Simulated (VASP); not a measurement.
# InSe (R3m) in VASP: a series of runs

The runs below take InSe through relaxation of cell and atoms, with PBE, LDA.

Program: VASP 6.6.1. These are calculated values, not measurements. Logs are shortened: lines on timing, memory, paths and dates and some standing lists are left out, and cuts for length are marked.

**1. The structure**

The structure is trigonal, space group R3m (No. 160). The conventional cell has a = 4.000 Å, b = 4.000 Å, c = 25.320 Å, α = 90.00°, β = 90.00°, γ = 120.00°. In (site symmetry 3m) is surrounded by 3 Se at 2.64 Å and 1 In at 2.82 Å. In (site symmetry 3m) is surrounded by 3 Se at 2.63 Å and 1 In at 2.82 Å. Se (site symmetry 3m) is surrounded by 3 In at 2.64 Å. Around Se (site symmetry 3m) lie 3 In at 2.63 Å.

**2. Relaxation of cell and atoms, PBE**

File INCAR:

```
SYSTEM = InSe
PREC     = Accurate       ! precision mode
ENCUT    = 300            ! plane-wave cutoff, eV
EDIFF    = 1E-6           ! SCF threshold, eV
ISMEAR   = 0              ! smearing method
SIGMA    = 0.03           ! smearing width, eV
LREAL    = .False.        ! projectors in reciprocal space
LASPH    = .True.         ! aspherical terms in the spheres
NELM     = 80             ! most SCF steps
ALGO     = Normal         ! electronic algorithm
ISIF     = 3              ! what is computed and relaxed
LWAVE    = .False.        ! write WAVECAR
LCHARG   = .False.        ! write CHGCAR
GGA      = PE             ! functional
IBRION   = 2              ! ionic algorithm
NSW      = 90             ! ionic steps
EDIFFG   = -0.01          ! ionic threshold
```

File KPOINTS:

```
Automatic mesh
0
Gamma
  5 5 4
  0 0 0
```

File POSCAR:

```
InSe
1.0
    2.0000000000      1.1547005384      8.4400000000
   -2.0000000000      1.1547005384      8.4400000000
    0.0000000000     -2.3094010768      8.4400000000
In Se
2 2
Direct
    0.0000000000      0.0000000000      0.0000000000
    0.1114000000      0.1114000000      0.1114000000
    0.6165000000      0.6165000000      0.6165000000
    0.8281000000      0.8281000000      0.8281000000
```

Potentials or basis: VASP PAW PBE potentials, release 64 (In, Se).

Run with:

```console
cat potpaw_PBE.64/In/POTCAR potpaw_PBE.64/Se/POTCAR > POTCAR
mpirun -np 1 vasp_std > vasp.out
```

OUTCAR:

```text
SYSTEM = InSe
   PREC = Accurate
   ENCUT = 300
   EDIFF = 1E-6
   ISMEAR = 0
   LREAL = .False.
   LASPH = .True.
   NELM = 80
   ISIF = 3
   GGA = PE
   IBRION = 2
   NSW = 90
   EDIFFG = -0.01

 ion  position               nearest neighbor table
   1  0.000  0.000  0.000-   3 2.64   3 2.64   3 2.64   2 2.82
   2  0.111  0.111  0.111-   4 2.63   4 2.63   4 2.63   1 2.82
   3  0.617  0.617  0.617-   1 2.64   1 2.64   1 2.64
   4  0.828  0.828  0.828-   2 2.63   2 2.63   2 2.63

  LATTYP: Found a trigonal (rhomboedric) cell.
 ALAT       =     8.7502533297
 COS(alpha) =     0.8955162542

  Lattice vectors:

 A1 = (   2.0000000000,   1.1547005384,   8.4400000000)
 A2 = (  -2.0000000000,   1.1547005384,   8.4400000000)
 A3 = (   0.0000000000,  -2.3094010768,   8.4400000000)

Analysis of symmetry for initial positions (statically):
=====================================================================
 Subroutine PRICEL returns:
 Original cell was already a primitive cell.

 Routine SETGRP: Setting up the symmetry group for a
 trigonal (rhombohedral) supercell.

 Subroutine GETGRP returns: Found  6 space group operations
 (whereof  6 operations were pure point group operations)
 out of a pool of 12 trial point group operations.

The static configuration has the point symmetry C_3v.

Analysis of symmetry for dynamics (positions and initial velocities):
=====================================================================
 Subroutine PRICEL returns:
 Original cell was already a primitive cell.

 Routine SETGRP: Setting up the symmetry group for a
 trigonal (rhombohedral) supercell.

 Subroutine GETGRP returns: Found  6 space group operations
 (whereof  6 operations were pure point group operations)
 out of a pool of 12 trial point group operations.

The dynamic configuration has the point symmetry C_3v.

 Subroutine INISYM returns: Found  6 space group operations
 (whereof  6 operations are pure point group operations),
 and found     1 'primitive' translations

----------------------------------------------------------------------------------------

                                     Primitive cell

  volume of cell :     116.9481

  direct lattice vectors                    reciprocal lattice vectors
     2.000000000  1.154700538  8.440000000     0.250000000  0.144337567  0.039494471
    -2.000000000  1.154700538  8.440000000    -0.250000000  0.144337567  0.039494471
     0.000000000 -2.309401077  8.440000000     0.000000000 -0.288675135  0.039494471

  length of vectors
     8.750253330  8.750253330  8.750253330     0.291364285  0.291364285  0.291364285

  position of ions in fractional coordinates (direct lattice)
     0.000000000  0.000000000  0.000000000
     0.111400000  0.111400000  0.111400000
     0.616500000  0.616500000  0.616500000
     0.828100000  0.828100000  0.828100000

  ion indices of the primitive-cell ions
   primitive index   ion index
                 1           1
                 2           2
                 3           3
                 4           4

----------------------------------------------------------------------------------------

 KPOINTS: Automatic mesh

Automatic generation of k-mesh.
 Grid dimensions read from file:
 generate k-points for:    5    5    4

 Generating k-lattice:

  Cartesian coordinates                     Fractional coordinates (reciprocal lattice)
     0.050000000  0.028867513  0.007898894     0.200000000  0.000000000  0.000000000
    -0.050000000  0.028867513  0.007898894     0.000000000  0.200000000  0.000000000
     0.000000000 -0.072168784  0.009873618     0.000000000  0.000000000  0.250000000

  Length of vectors
     0.058272857  0.058272857  0.072841071

  Shift w.r.t. Gamma in fractional coordinates (k-lattice)
     0.000000000  0.000000000  0.000000000

 -----------------------------------------------------------------------------
|                                                                             |
|           W    W    AA    RRRRR   N    N  II  N    N   GGGG   !!!           |
|           W    W   A  A   R    R  NN   N  II  NN   N  G    G  !!!           |
|           W    W  A    A  R    R  N N  N  II  N N  N  G       !!!           |
|           W WW W  AAAAAA  RRRRR   N  N N  II  N  N N  G  GGG   !            |
|           WW  WW  A    A  R   R   N   NN  II  N   NN  G    G                |
|           W    W  A    A  R    R  N    N  II  N    N   GGGG   !!!           |
|                                                                             |
|     Your reciprocal lattice and k-lattice belong to different lattice       |
|     classes:                                                                |
|                                                                             |
|        The reciprocal lattice is rhombohedral (trigonal),                   |
|        whereas your k-lattice is base-centered monoclinic.                  |
|                                                                             |
|     Results are often still useful ...                                      |
|                                                                             |
 -----------------------------------------------------------------------------

 WARNING: IBZKPT: internal override: KBLOWUP is changed to .FALSE.
      ... skipping the blow-up phase ...

 Subroutine IBZKPT returns following result:
 ===========================================

 Found     33 irreducible k-points:

 Following reciprocal coordinates:
            Coordinates               Weight
  0.000000  0.000000  0.000000      1.000000
  0.200000 -0.000000  0.000000      4.000000
  0.400000 -0.000000  0.000000      4.000000
  0.200000  0.200000  0.000000      2.000000
  0.400000  0.200000  0.000000      4.000000
 -0.400000  0.200000  0.000000      4.000000
[... 16 lines left out ...]
 -0.200000 -0.400000  0.250000      4.000000
 -0.200000 -0.200000  0.250000      2.000000
 [... further k-points ...]
   k-points           NKPTS =     33   k-points in BZ     NKDIM =     33   number of bands    NBANDS=     13
   number of dos      NEDOS =    301   number of ions     NIONS =      4
   total plane-waves  NPLWV = 125000
   dimension x,y,z NGX =    50 NGY =   50 NGZ =   50
   dimension x,y,z NGXF=   100 NGYF=  100 NGZF=  100
   ions per type =               2   2
   NGX,Y,Z   is equivalent  to a cutoff of   9.50,  9.50,  9.50 a.u.
   NGXF,Y,Z  is equivalent  to a cutoff of  19.00, 19.00, 19.00 a.u.
 SYSTEM =  InSe
   PREC   = accura    normal or accurate (medium, high low for compatibility)
   ISTART =      0    job   : 0-new  1-cont  2-samecut
   ICHARG =      2    charge: 1-file 2-atom 10-const
   ISPIN  =      1    spin polarized calculation?
   LNONCOLLINEAR =      F non collinear calculations
   LSORBIT =      F    spin-orbit coupling
   LASPH  =      T    aspherical Exc in radial PAW
   ENCUT  =  300.0 eV  22.05 Ry    4.70 a.u.  12.36 12.36 12.36*2*pi/ulx,y,z
   NELM   =     80;   NELMIN=  2; NELMDL= -5     # of ELM steps
   EDIFF  = 0.1E-05   stopping-criterion for ELM
   LREAL  =      F    real-space projection
   EDIFFG = -.1E-01   stopping-criterion for IOM
   NSW    =     90    number of steps for IOM
   IBRION =      2    ionic relax: 0-MD 1-quasi-New 2-CG
   NFREE  =      1    steps in history (QN), initial steepest desc. (CG)
   ISIF   =      3    stress and relaxation
   ISYM   =      2    0-nonsym 1-usesym 2-fastsym
   POTIM  = 0.5000    time-step for ionic-motion
   TEBEG  =    0.0;   TEEND  =   0.0 temperature during run
   PSTRESS=    0.0 pullay stress
   NELECT =      18.0000    total number of electrons
   NUPDOWN=      -1.0000    fix difference up-down
   EMIN   =  10.00;   EMAX   =-10.00  energy-range for DOS
   EFERMI =   0.00;   METHOD = LEGACY
   ISMEAR =     0;   SIGMA  =   0.03  broadening in eV -4-tet -1-fermi 0-gaus
   EFERMI_NEDOS =   21; number of points for ismear=-14 and -15
   IALGO  =     38    algorithm
   IMIX   =      4    mixing-type and parameters
     AMIX     =   0.40;   BMIX     =  1.00
     AMIX_MAG =   1.60;   BMIX_MAG =  1.00
  volume/ion in A,a.u.               =      29.24       197.30
  Fermi-wavevector in a.u.,A,eV,Ry     =   0.877340  1.657932 10.472753  0.769726
  Thomas-Fermi vector in A             =   1.997275
   LORBIT       =      0    0 simple, 1 ext, 2 COOP (PROOUT), +10 PAW based schemes
   GGA     = PE    functional components
   LHFCALC =     F    Hartree Fock is set to
   AEXX    =    0.0000 exact exchange contribution
   IVDW    =     0    specifies the selected vdW correction
   LEPSILON=     F    determine dielectric tensor
   LRPA    =     F    only Hartree local field effects (RPA)
 conjugate gradient relaxation of ions
 non-spin polarized calculation
 Gauss-broadening in eV      SIGMA  =   0.03
  energy-cutoff  :      300.00
  volume of cell :      116.95
 maximum number of plane-waves:      1409
 NGX is ok and might be reduce to    50
   NGX = 25   NGY = 25   NGZ = 25

--------------------------------------- Ionic step        1  -------------------------------------------

 number of electron      18.0000000 magnetization

 Free energy of the ion-electron system (eV)
  ---------------------------------------------------
  ext. energy  EPLUGINS =         0.00000000
  ---------------------------------------------------
  free energy    TOTEN  =       -14.11694223 eV

  energy without entropy =      -14.11694223  energy(sigma->0) =      -14.11694223

------------------------ aborting loop because EDIFF is reached ----------------------------------------

  FORCE on cell =-STRESS in cart. coord.  units (eV):
  Direction    XX          YY          ZZ          XY          YZ          ZX
  --------------------------------------------------------------------------------------
  -------------------------------------------------------------------------------------
  Total        2.8181631      2.8181631      1.6545679      0.0000000      0.0000000      0.0000000
  in kB       38.6085635     38.6085635     22.6674212      0.0000000      0.0000000      0.0000000
  external PRESSURE =      33.2948494 kB  Pullay stress =       0.0000000 kB
[... 95 lines left out ...]
  FREE ENERGIE OF THE ION-ELECTRON SYSTEM (eV)
  ---------------------------------------------------
  free  energy   TOTEN  =       -14.1926256346 eV

  energy  without entropy=      -14.1926256346  energy(sigma->0) =      -14.19262563

[... ionic steps 4 to 19 ...]

--------------------------------------- Ionic step       20  -------------------------------------------

 number of electron      18.0000001 magnetization

------------------------ aborting loop because EDIFF is reached ----------------------------------------
[... 71 lines left out ...]
--------------------------------------- Ionic step       22  -------------------------------------------

 number of electron      18.0000001 magnetization

 Free energy of the ion-electron system (eV)
  ---------------------------------------------------
  ext. energy  EPLUGINS =         0.00000000
  ---------------------------------------------------
  free energy    TOTEN  =       -14.21977066 eV

  energy without entropy =      -14.21977066  energy(sigma->0) =      -14.21977066

 E-fermi :   1.8611     XC(G=0):  -8.0822

 val. band max:        1.6786410481   @ k =   0.4000   0.4000   0.5000
 cond. band min:       2.9994341371   @ k =   0.4000   0.4000   0.5000
 fundamental gap:      1.3207930890
 Fermi energy:         1.8610596616

 k-point     1 :       0.0000    0.0000    0.0000
  band No.  band energies     occupation
      1     -11.1478      2.00000
      2     -11.0051      2.00000
      3      -3.9809      2.00000
      4      -1.4631      2.00000
      5       0.7480      2.00000
      6       0.7480      2.00000
      7       0.7697      2.00000
      8       0.7697      2.00000
      9       0.8288      2.00000
     10       3.1767      0.00000
     11       3.9211      0.00000
     12       6.1879      0.00000
     13       6.1879      0.00000
[... 354 lines left out ...]
  band No.  band energies     occupation
      1     -10.4070      2.00000
      2     -10.3513      2.00000
      3      -4.1220      2.00000
      4      -3.3283      2.00000
      5      -1.2291      2.00000
      6      -0.2289      2.00000
      7      -0.1109      2.00000
      8      -0.0609      2.00000
      9       0.5189      2.00000
     10       3.4553      0.00000
     11       3.5633      0.00000
     12       5.5491      0.00000
     13       5.8664      0.00000

 [... further k-points ...]
[... 5 lines left out ...]
  --------------------------------------------------------------------------------------
  -------------------------------------------------------------------------------------
  Total       -0.0132411     -0.0132411      0.0078326      0.0000000      0.0000000     -0.0000000
  in kB       -0.1603311     -0.1603311      0.0948413      0.0000000      0.0000000     -0.0000000
  external PRESSURE =      -0.0752736 kB  Pullay stress =       0.0000000 kB
[... 19 lines left out ...]
  FREE ENERGIE OF THE ION-ELECTRON SYSTEM (eV)
  ---------------------------------------------------
  free  energy   TOTEN  =       -14.2197706566 eV

  energy  without entropy=      -14.2197706566  energy(sigma->0) =      -14.21977066

 reached required accuracy - stopping structural energy minimisation
```

Wall time 16 min (1 thread of AMD EPYC 7R13 (Zen 3), shared host); peak memory 0.36 GiB.

Results:

```yaml
Free_energy: -14.2198 eV
Relaxed_volume: 33.08 Å³/atom
Relaxed_cell: a = 9.390 Å, b = 9.390 Å, c = 9.390 Å, α = 25.22°, β = 25.22°, γ = 25.22°
Space_group_after_relaxing_to_0.05_Å: R3m (No. 160)
Energy_gained_by_relaxing: 25.7 meV/atom
Ionic_steps: 22
Pressure_after_relaxing: 0.0 GPa
Largest_force_after_relaxing: 0.005 eV/Å
Band_gap_on_the_k_mesh: 1.32 eV, direct
```

Forces on the atoms (eV/Å):
```
In   0.000  0.000  0.003
In   0.000  0.000 -0.003
Se   0.000  0.000  0.005
Se   0.000  0.000 -0.005
```

Step by step:
```tsv
step	energy change (eV)	largest force (eV/Å)	pressure (GPa)	volume (Å³)
1	0.0000	0.5414	3.33	116.95
2	-0.0438	0.5353	-1.56	127.53
3	-0.0757	0.2012	0.14	123.13
4	-0.0797	0.1586	0.09	123.76
5	-0.0837	0.1213	-0.05	125.33
6	-0.0856	0.0723	0.00	125.42
7	-0.0869	0.0309	0.09	125.54
8	-0.0885	0.0288	0.08	125.80
9	-0.0926	0.0265	0.07	126.56
10	-0.0980	0.0374	0.07	128.05
11	-0.1003	0.0818	0.14	130.98
12	-0.1007	0.0694	0.12	130.18
13	-0.1016	0.0844	-0.17	131.77
14	-0.1017	0.0717	-0.11	131.41
15	-0.1026	0.0445	0.05	131.71
16	-0.1026	0.0447	0.06	131.71
17	-0.1028	0.0187	0.04	132.16
18	-0.1028	0.0192	0.04	132.16
19	-0.1028	0.0130	-0.07	132.52
20	-0.1028	0.0125	-0.01	132.31
21	-0.1028	0.0117	-0.01	132.33
22	-0.1028	0.0051	-0.01	132.32
```

Final structure:
```xyz
4
Lattice="2.0503 1.1837 9.0864 -2.0503 1.1837 9.0864 0.0000 -2.3675 9.0864" Properties=species:S:1:pos:R:3 pbc="T T T"
In    0.0000    0.0000    0.1083
In    0.0000    0.0000    2.9266
Se    0.0000    0.0000   17.0010
Se    0.0000    0.0000   22.3794
```

Caveat: the k mesh is coarse (spacing up to 0.46 Å⁻¹), so the values aren't converged; spin-orbit coupling is left out, which moves the levels of the heavy elements; an odd mesh through Γ misses points on the zone boundary, where band edges often lie; the volume moved by +13 % from the deposited cell, more than functionals usually miss.

(Part 1 of 2 ends here.)
